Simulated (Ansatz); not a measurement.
**Nudged elastic band run: Si$_{12}$O$_{23}$, charge +1**

Input file:

```yaml
crystal:
  lattice:
    - [-2.44575, 4.236163, 5.3885]
    - [4.8915, 0.0, 5.3885]
    - [4.8915, 8.472327, 0.0]
  atoms:
    - { symbol: Si, position: [0.09706739, 0.5748316, 0.94614611] }
    - { symbol: Si, position: [0.39354985, 0.91885834, 0.04210808] }
    - { symbol: Si, position: [0.01216297, -0.0174158, 0.26150414] }
    - { symbol: O, position: [0.31352747, 0.44530406, 0.98078633] }
    - { symbol: O, position: [0.91735321, 0.53670468, 0.09862345] }
    - { symbol: O, position: [0.96386712, 0.18935328, 0.30229139] }
    - { symbol: O, position: [0.54994302, 0.97440167, 0.09473402] }
    - { symbol: O, position: [0.5940523, 0.30314533, 0.13288974] }
    - { symbol: Si, position: [0.10938957, 0.55357068, 0.44895419] }
    - { symbol: Si, position: [0.39459973, 0.93276718, 0.54114195] }
    - { symbol: Si, position: [-0.00498918, 0.00378794, 0.77160878] }
    - { symbol: O, position: [0.32622109, 0.44135511, 0.48245568] }
    - { symbol: O, position: [0.92440954, 0.52493609, 0.59755822] }
    - { symbol: O, position: [0.91947206, 0.20160329, 0.83593465] }
    - { symbol: O, position: [0.16418809, 0.04046526, 0.61241686] }
    - { symbol: O, position: [0.55935092, 0.97625367, 0.59740117] }
    - { symbol: O, position: [0.57745619, 0.30515996, 0.65532227] }
    - { symbol: Si, position: [0.60422408, 0.06637921, 0.2028966] }
    - { symbol: Si, position: [0.90795779, 0.43473571, 0.27445197] }
    - { symbol: Si, position: [0.50256989, 0.49094318, 0.5225335] }
    - { symbol: O, position: [0.83725981, 0.94969038, 0.21227774] }
    - { symbol: O, position: [0.44166436, 0.02718122, 0.3610314] }
    - { symbol: O, position: [0.4203365, 0.69230726, 0.58164848] }
    - { symbol: O, position: [0.68569575, 0.51535067, 0.37133266] }
    - { symbol: O, position: [0.08044242, 0.47905283, 0.32094879] }
    - { symbol: O, position: [0.10457328, 0.79685213, 0.38256307], spin: 0.06 }
    - { symbol: Si, position: [0.586688, 0.06703737, 0.71699426] }
    - { symbol: Si, position: [0.89288009, 0.44424251, 0.7787456] }
    - { symbol: Si, position: [0.49589171, 0.49311223, 0.01321695] }
    - { symbol: O, position: [0.80330064, 0.95227043, 0.7531576] }
    - { symbol: O, position: [0.39933699, 0.03100232, 0.86952043] }
    - { symbol: O, position: [0.4047272, 0.68320901, 0.09146656] }
    - { symbol: O, position: [0.66664012, 0.55156445, 0.86013201] }
    - { symbol: O, position: [0.06353943, 0.499242, 0.82059792] }
    - { symbol: O, position: [0.09373419, 0.81297858, 0.89197885] }
magnetization:
  spin_polarized: true
total_charge: 1
basis:
  ecutwfc: 420.0
kpoints:
  mp_grid: { grid: [2, 2, 1] }
hamiltonian:
  xc: pbe
  pseudopotentials: { kind: paw, azcp: { folder: soft_1 } }
scf:
  occupations: { method: gaussian, width: 0.02 }
  lower_state_search: "off"
neb:
  images: 7
  f_tol: 0.05
  initial_path: idpp
  max_iterations: 47
  optimiser: fire
  final_atoms:
    - { symbol: Si, position: [0.0897672, 0.57932319, 0.95026025] }
    - { symbol: Si, position: [0.40920756, 0.92539521, 0.02709431] }
    - { symbol: Si, position: [0.00043398, -0.01007688, 0.27198294] }
    - { symbol: O, position: [0.31146535, 0.47228942, 0.98515453] }
    - { symbol: O, position: [0.91582854, 0.52731217, 0.10244073] }
    - { symbol: O, position: [0.93871856, 0.194068, 0.32369854] }
    - { symbol: O, position: [0.57512001, 0.97090746, 0.07850497] }
    - { symbol: O, position: [0.58217469, 0.30702597, 0.13811738] }
    - { symbol: Si, position: [0.1007216, 0.56350203, 0.45158894] }
    - { symbol: Si, position: [0.39723343, 0.937109, 0.53260042] }
    - { symbol: Si, position: [-0.00072654, 0.00920817, 0.76706712] }
    - { symbol: O, position: [0.3228864, 0.45315667, 0.47711983] }
    - { symbol: O, position: [0.92455557, 0.51326932, 0.60356347] }
    - { symbol: O, position: [0.90824717, 0.20002695, 0.84128001] }
    - { symbol: O, position: [0.18165473, 0.05382092, 0.61915924] }
    - { symbol: O, position: [0.58025268, 0.98427055, 0.56659551] }
    - { symbol: O, position: [0.57238875, 0.30524943, 0.65109016] }
    - { symbol: Si, position: [0.59735464, 0.06290962, 0.20398145] }
    - { symbol: Si, position: [0.90119872, 0.43673007, 0.28128974] }
    - { symbol: Si, position: [0.49721822, 0.49878091, 0.52167104] }
    - { symbol: O, position: [0.81623709, 0.95375839, 0.23359121] }
    - { symbol: O, position: [0.41691169, 0.02213289, 0.35250089] }
    - { symbol: O, position: [0.41453693, 0.69630591, 0.58698435] }
    - { symbol: O, position: [0.67880759, 0.53503089, 0.3706739] }
    - { symbol: O, position: [0.07510114, 0.49191413, 0.31984797] }
    - { symbol: O, position: [0.07993431, 0.80494782, 0.40126485] }
    - { symbol: Si, position: [0.60806227, 0.06295204, 0.6928164] }
    - { symbol: Si, position: [0.90108417, 0.43843815, 0.78223544] }
    - { symbol: Si, position: [0.50475901, 0.49995636, 0.01304384] }
    - { symbol: O, position: [0.82870817, 0.95869123, 0.72157578] }
    - { symbol: O, position: [0.43602162, -0.00334413, 0.84955462] }
    - { symbol: O, position: [0.18225931, 0.99770349, 0.11559167] }
    - { symbol: O, position: [0.67708971, 0.55871661, 0.86386312] }
    - { symbol: O, position: [0.07384943, 0.48773757, 0.82578809] }
    - { symbol: O, position: [0.07786942, 0.816914, 0.89454032] }
  order_check: true
```

Run as:

```bash
$ ansatz run input.yaml --threads 4 --pin off --max-ram 10240MiB --backend cpu --events-out ev --progress --plain --runs-dir out
```

Output, in part (warnings, iteration lines):

```
WARN: the starting moments were not kept: the SCF closed with an absolute magnetisation of 2.6e-6 μB, where they sum to 0.06 μB in size (1 site). That is at most 0.1 of that sum. Measured as dr2_m measures the in/out step, that magnetisation stands 4.1e-12 eV from none, at or under the …
NEB end point (image 0): max|allowed force component| = 5.644e-3 eV/Å (the criterion of neb.relax_end_points is 1.000e-2)
NEB end point (image 8): max|allowed force component| = 2.657e-2 eV/Å (the criterion of neb.relax_end_points is 1.000e-2)
NEB iter   1: max|band force component| = 7.698e0 eV/Å  barrier→ = 3.5153 eV  barrier← = 3.2277 eV  Δτ_max = 0.1188 Å  (140 SCF iters)
NEB iter   2: max|band force component| = 4.703e0 eV/Å  barrier→ = 3.1021 eV  barrier← = 2.8145 eV  Δτ_max = 0.0183 Å  (61 SCF iters)
NEB iter   3: max|band force component| = 3.544e0 eV/Å  barrier→ = 2.9883 eV  barrier← = 2.7007 eV  Δτ_max = 0.0317 Å  (48 SCF iters)
NEB iter   4: max|band force component| = 1.759e0 eV/Å  barrier→ = 2.9015 eV  barrier← = 2.6140 eV  Δτ_max = 0.0346 Å  (50 SCF iters)
NEB iter   5: max|band force component| = 2.652e0 eV/Å  barrier→ = 2.8446 eV  barrier← = 2.5570 eV  Δτ_max = 0.0096 Å  (54 SCF iters)
NEB iter   6: max|band force component| = 1.912e0 eV/Å  barrier→ = 2.8196 eV  barrier← = 2.5320 eV  Δτ_max = 0.0163 Å  (41 SCF iters)
[... lines left out ...]
Error: NEB band did not converge after 47 iterations: max|band force component| = 3.75e-1 eV/Å (threshold 5.0e-2); raise `neb.max_iterations` in a new run, which can start from the last band evaluated (`neb.initial_path`, with `crystal.atoms` and `neb.final_atoms` set to its first and last images), …
```

It did not converge within its limit. The band didn't meet its force threshold, so its energies are provisional: the largest band force was still 0.38 eV/Å, and over the last iterations the top stayed at 2.45 eV. Limits of this set-up: coarse k mesh, a small cell, in which the defect meets its images, a typed lattice constant that wasn't relaxed here, charged cell in a uniform background, uncorrected.

Final band (atoms are numbered from 1 in the order of the input):

```tsv
image	path coordinate (Å)	energy (eV)	Si29–O32 (Å)	Si3–O32 (Å)
0	0.00	0.00	1.65	3.30
1	0.58	0.11	1.66	3.15
2	1.14	1.27	1.96	2.61
3	1.65	2.45	2.53	2.08
4	2.15	1.65	2.92	1.75
5	2.59	0.69	3.20	1.66
6	3.00	0.41	3.44	1.64
7	3.39	0.31	3.67	1.64
8	3.79	0.29	3.87	1.65
```

The run took 37 min on 4 threads of Arm Neoverse V2, with other jobs on the host, peak memory 3.8 GiB.
